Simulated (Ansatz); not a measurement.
# In: the cost of one run

Program: Ansatz 0.2.0. Level of theory: DFT PBE, scalar-relativistic, plane waves, PAW. These are calculated values, not measurements.

**1. The system as given**

Symmetry: Im-3m, No. 229, cubic system. Conventional cell: a = 3.765 Å, b = 3.765 Å, c = 3.765 Å, α = 90.00°, β = 90.00°, γ = 90.00°. In (site symmetry m-3m) has 8 In at 3.26 Å as nearest neighbours.

As a file:

```
In
1.0
    -1.88253    1.88253    1.88253
     1.88253   -1.88253    1.88253
     1.88253    1.88253   -1.88253
In
1
Direct
  0.00000 0.00000 0.00000
```

The structure comes from the Materials Project (structure only).

**2. A single atom displaced**

What differs from the listed cell: atom 1 (In) moved by 0.09 Å.

input.yaml

```yaml
crystal:
  lattice:
    - [-1.88252524, 1.88252524, 1.88252524]
    - [1.88252524, -1.88252524, 1.88252524]
    - [1.88252524, 1.88252524, -1.88252524]
  atoms:
    - { symbol: In, position: [0.023904062, 0.023904062, 0.0] }
basis:
  ecutwfc: 420
kpoints:
  mp_grid: { grid: [14, 14, 14] }
hamiltonian:
  xc: pbe
scf:
  occupations: { method: gaussian, width: 0.1 }
output:
  forces: true
  stress: true
  eigenvalues: true
```

**Question.** How long does this run take on 1 thread of an Arm CPU, shared host, and how much memory does it need?

About 2.2 s, with a peak of 0.29 GiB.
